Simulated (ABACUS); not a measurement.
# SnTe (Fm-3m) in ABACUS: equation of state

How stiff is SnTe in PBEsol, and what volume does it want? The cell is scaled to several volumes.

Everything below comes from runs of ABACUS 3.10.1. Logs are shortened: lines on timing, memory, paths and dates and some standing lists are left out, and cuts for length are marked.

### 1 The crystal as given

Symmetry: Fm-3m, No. 225, cubic system. The conventional cell has a = 6.302 Å, b = 6.302 Å, c = 6.302 Å, α = 90.00°, β = 90.00°, γ = 90.00°. Te (site symmetry m-3m) has 6 Sn at 3.15 Å as nearest neighbours. Sn (site symmetry m-3m) has 6 Te at 3.15 Å as nearest neighbours.

### 2 Equation of state, PBEsol, 29.40 Å³/atom (volume scaled by 0.94)

Contents of INPUT:

```
INPUT_PARAMETERS
suffix              SnTe
calculation         scf
basis_type          pw
pseudo_dir          ./
symmetry            1
dft_functional      pbesol
ecutwfc             83
pseudo_rcut         7
nspin               1
nbands              19
ks_solver           dav
smearing_method     fd
smearing_sigma      0.00367493
scf_thr             1e-08
scf_nmax            100
mixing_type         broyden
mixing_beta         0.7
cal_force           1
cal_stress          1
kpar                4
```

Contents of STRU:

```
ATOMIC_SPECIES
Te 127.6000 Te.upf
Sn 118.7100 Sn.upf

LATTICE_CONSTANT
1.8897261246

LATTICE_VECTORS
0.0000000000 3.0865288906 3.0865288906
3.0865288906 0.0000000000 3.0865288906
3.0865288906 3.0865288906 0.0000000000

ATOMIC_POSITIONS
Direct

Te
0.0
1
0.5000000000 0.5000000000 0.5000000000 1 1 1

Sn
0.0
1
0.0000000000 0.0000000000 0.0000000000 1 1 1
```

Contents of KPT:

```
K_POINTS
0
Gamma
7 7 7 0 0 0
```

Potentials or basis: PseudoDojo NC SR 0.4.1 PBEsol standard, plane waves.

On the command line:

```
> OMP_NUM_THREADS=1 mpirun -np 4 abacus > log
```

running log:

```text
ABACUS v3.10.1

               Atomic-orbital Based Ab-initio Computation at UStc

 ------------------------------------------------------------------------------------

 READING GENERAL INFORMATION
                           global_out_dir = OUT.SnTe/
                           global_in_card = INPUT
                               pseudo_dir = ./
                              orbital_dir =
                                    DSIZE = 4
                                    GSIZE = 1

 READING UNITCELL INFORMATION
                                    ntype = 2
                  lattice constant (Bohr) = 1.88973
              lattice constant (Angstrom) = 1

 READING ATOM TYPE 1
                               atom label = Te
                      L=0, number of zeta = 1
                      L=1, number of zeta = 1
                      L=2, number of zeta = 1
             number of atom for this type = 1

 READING ATOM TYPE 2
                               atom label = Sn
                      L=0, number of zeta = 1
                      L=1, number of zeta = 1
                      L=2, number of zeta = 1
             number of atom for this type = 1

                        TOTAL ATOM NUMBER = 2
DIRECT COORDINATES
    atom                   x                   y                   z     mag                  vx                  vy                  vz
taud_Te1            0.5000000000        0.5000000000        0.5000000000  0.0000        0.0000000000        0.0000000000        0.0000000000
taud_Sn1            0.0000000000        0.0000000000        0.0000000000  0.0000        0.0000000000        0.0000000000        0.0000000000

                          Volume (Bohr^3) = 396.86
                             Volume (A^3) = 58.8086

 Lattice vectors: (Cartesian coordinate: in unit of a_0)
                   +0            +3.08653            +3.08653
             +3.08653                  +0            +3.08653
             +3.08653            +3.08653                  +0
 Reciprocal vectors: (Cartesian coordinate: in unit of 2 pi/a_0)
            -0.161994           +0.161994           +0.161994
            +0.161994           -0.161994           +0.161994
            +0.161994           +0.161994           -0.161994
 The esolver type has been set to : ksdft_pw

                PAO radial cut off (Bohr) = 7

 Read in pseudopotential file is Te.upf
                     pseudopotential type = NC
          exchange-correlation functional = PBESOL
                 nonlocal core correction = 1
                        valence electrons = 16
                                     lmax = 2
                           number of zeta = 3
                     number of projectors = 6
                           L of projector = 0
[... 5 lines left out ...]
                PAO radial cut off (Bohr) = 7

 Read in pseudopotential file is Sn.upf
                     pseudopotential type = NC
          exchange-correlation functional = PBESOL
                 nonlocal core correction = 1
                        valence electrons = 14
                                     lmax = 2
                           number of zeta = 3
                     number of projectors = 6
                           L of projector = 0
                           L of projector = 0
                           L of projector = 1
                           L of projector = 1
                           L of projector = 2
                           L of projector = 2
     initial pseudo atomic orbital number = 18

 SETUP THE ELECTRONS NUMBER
            electron number of element Te = 16
      total electron number of element Te = 16
            electron number of element Sn = 14
      total electron number of element Sn = 14
            AUTOSET number of electrons:  = 30
                           occupied bands = 15
                                   NBANDS = 19
                                   NLOCAL = 18

%%%%%%%%%%%%%%%%%%%%%%%%%%%%%%%%%%%%%%%%%%%%%%%%%%%%%%%%%%%%%%%%%%%%%%%%%%%%%%%%%%%%%%%%%%%%%%%%%%%%%%%%%%
 Warning: the number of valence electrons in pseudopotential > 6 for Te: [Kr] 4d10 5s2 5p4
 Warning: the number of valence electrons in pseudopotential > 4 for Sn: [Kr] 4d10 5s2 5p2
 Pseudopotentials with additional electrons can yield (more) accurate outcomes, but may be less efficient.
 If you're confident that your chosen pseudopotential is appropriate, you can safely ignore this warning.
%%%%%%%%%%%%%%%%%%%%%%%%%%%%%%%%%%%%%%%%%%%%%%%%%%%%%%%%%%%%%%%%%%%%%%%%%%%%%%%%%%%%%%%%%%%%%%%%%%%%%%%%%%

 SETUP THE PLANE WAVE BASIS
 energy cutoff for charge/potential (unit:Ry) = 332
            fft grid for charge/potential = [ 48, 48, 48 ]
                        fft grid division = [ 1, 1, 1 ]
        big fft grid for charge/potential = [ 48, 48, 48 ]
                                     nbxx = 110592
                                     nrxx = 110592

 SETUP PLANE WAVES FOR CHARGE/POTENTIAL
                    number of plane waves = 40677
[... 45 lines left out ...]
               POINT GROUP IN SPACE GROUP = O_h

 SETUP K-POINTS
                                    nspin = 1
                   Input type of k points = Monkhorst-Pack(Gamma)
                                   nkstot = 343
                       right hand lattice = 1
(for reciprocal lattice: )
                             BRAVAIS TYPE = 2
                     BRAVAIS LATTICE NAME = 02. Cubic I (body-centered)
                                    ibrav = 2
                       right hand lattice = 1
(for k-lattice: )
                             BRAVAIS TYPE = 2
                     BRAVAIS LATTICE NAME = 02. Cubic I (body-centered)
                                    ibrav = 2
                       right hand lattice = 1
                        ROTATION MATRICES = 48
                               nkstot_ibz = 20
K-POINTS REDUCTION ACCORDING TO SYMMETRY
     IBZ    DIRECT_X    DIRECT_Y    DIRECT_Z  WEIGHT  ibz2bz
       1  0.00000000  0.00000000  0.00000000  0.0029       0
       2  0.14285714  0.14285714  0.14285714  0.0233       1
       3  0.28571429  0.28571429  0.28571429  0.0233       2
       4  0.42857143  0.42857143  0.42857143  0.0233       3
       5  0.14285714  0.14285714  0.00000000  0.0175       8
       6  0.28571429  0.14285714  0.28571429  0.0700       9
[... 12 lines left out ...]
      19 -0.42857143  0.42857143  0.14285714  0.0700      74
      20 -0.28571429  0.42857143  0.28571429  0.0700      75

                               nkstot now = 20
[... K-POINTS DIRECT COORDINATES: 20 rows ...]

           k-point number in this process = 5
       minimum distributed K point number = 5
[... stars of the k points ...]

[... K-POINTS CARTESIAN COORDINATES: 5 rows ...]

[... K-POINTS DIRECT COORDINATES: 5 rows ...]

 SETUP PLANE WAVES FOR WAVE FUNCTIONS
     energy cutoff for wavefunc (unit:Ry) = 83
              fft grid for wave functions = [ 48, 48, 48 ]
                    number of plane waves = 5769
                         number of sticks = 421

 PARALLEL PW FOR WAVE FUNCTIONS
     PROC   COLUMNS(POT)             PW
        1            421           5769
 --------------- sum -------------------
        1            421           5769

 SETUP NONLOCAL PSEUDOPOTENTIALS IN PLANE WAVE BASIS
 Te non-local projectors:
 projector 1 L=0
 projector 2 L=0
 projector 3 L=1
 projector 4 L=1
 projector 5 L=2
 projector 6 L=2
 Sn non-local projectors:
 projector 1 L=0
 projector 2 L=0
 projector 3 L=1
 projector 4 L=1
 projector 5 L=2
 projector 6 L=2
      TOTAL NUMBER OF NONLOCAL PROJECTORS = 36

 Init Non-Local PseudoPotential table :
 Init Non-Local-Pseudopotential done.

                                     npwx = 5054

 Make real space PAO into reciprocal space.
       max mesh points in Pseudopotential = 701
     dq(describe PAO in reciprocal space) = 0.01
                                    max q = 1098

 number of pseudo atomic orbitals for Te is 3
WARNING: norm of atomic wavefunction # 2 of atomic type Te is 0.999977, renormalized
WARNING: norm of atomic wavefunction # 3 of atomic type Te is 0.99875, renormalized

 number of pseudo atomic orbitals for Sn is 3
WARNING: norm of atomic wavefunction # 2 of atomic type Sn is 0.999796, renormalized
WARNING: norm of atomic wavefunction # 3 of atomic type Sn is 0.992683, renormalized

 -------------------------------------------
 SELF-CONSISTENT
 -------------------------------------------
                                 init_chg = atomic

 PW ALGORITHM --------------- ION=   1  ELEC=   1--------------------------------

 Notice: Threshold on eigenvalues was too large.
 hsover_error=0.3 > DRHO=0.0138027
 Origin diag ethr = 0.01
 New diag ethr = 4.60089e-05

 Density error is 0.0139090520611
                          Error Threshold = 4.6008899791e-05
----------------------------------------------------------
     Energy           Rydberg                 eV
----------------------------------------------------------
 E_KohnSham     -366.6563747440      -4988.6159045422
 E_Harris       -366.9497586035      -4992.6075967325
 E_Fermi        0.7992922417         10.8749288547
----------------------------------------------------------
[... 63 lines left out ...]
 Density error is 3.28168849846e-09
                          Error Threshold = 1.87090980483e-10
----------------------------------------------------------
     Energy           Rydberg                 eV
----------------------------------------------------------
 E_KohnSham     -366.6592861227      -4988.6555158808
 E_KS(sigma->0) -366.6592821540      -4988.6554618842
 E_Harris       -366.6595430968      -4988.6590121926
 E_band         -23.7943188798       -323.7383167947
 E_one_elec     -140.7986996103      -1915.6645856906
 E_Hartree      86.0763534572        1171.1288700803
 E_xc           -92.4364861427       -1257.6629146390
 E_Ewald        -219.5004458895      -2986.4567776383
 E_entropy(-TS) -0.0000079374        -0.0001079933
 E_descf        0.0000000000         0.0000000000
 E_exx          0.0000000000         0.0000000000
 E_Fermi        0.7966500228         10.8389796214
----------------------------------------------------------

 charge density convergence is achieved
 final etot is -4988.6555159 eV
 EFERMI = 10.838979621 eV

 STATE ENERGY(eV) AND OCCUPATIONS    NSPIN == 1
 1/5 kpoint (Cartesian) = 0.0000 0.0000 0.0000 (5029 pws)
       1       -26.4346     0.00583090
       2       -26.4346     0.00583090
       3       -26.4294     0.00583090
       4       -26.4294     0.00583090
       5       -26.4294     0.00583090
       6       -11.0628     0.00583090
[... 95 lines left out ...]
      18        14.3954    4.50047e-33
      19        14.3954    4.50047e-33

------------------------------------------------------------------------------------------
 TOTAL-FORCE (eV/Angstrom)
------------------------------------------------------------------------------------------
                       Te1         0.0000000000         0.0000000000         0.0000000000
                       Sn1         0.0000000000         0.0000000000         0.0000000000
------------------------------------------------------------------------------------------

----------------------------------------------------------------
 TOTAL-STRESS (KBAR)
----------------------------------------------------------------
        29.1585286853        -0.0000000000         0.0000000000
         0.0000000000        29.1585286853        -0.0000000000
         0.0000000000        -0.0000000000        29.1585286853
----------------------------------------------------------------
 TOTAL-PRESSURE: 29.158529 KBAR

 --------------------------------------------
 !FINAL_ETOT_IS -4988.6555158808141641 eV
 --------------------------------------------
```

Wall time 6.6 s (4 MPI ranks of Intel Xeon Platinum 8488C (Sapphire Rapids), shared host); peak memory 0.44 GiB.

What came out:

```
Free energy : -4988.6555 eV
Pressure    : 2.9 GPa
```

Caveat: this odd mesh misses L, where the gap lies, so gap, dielectric constants and Born charges aren't listed.

[end of part 1 of 2]
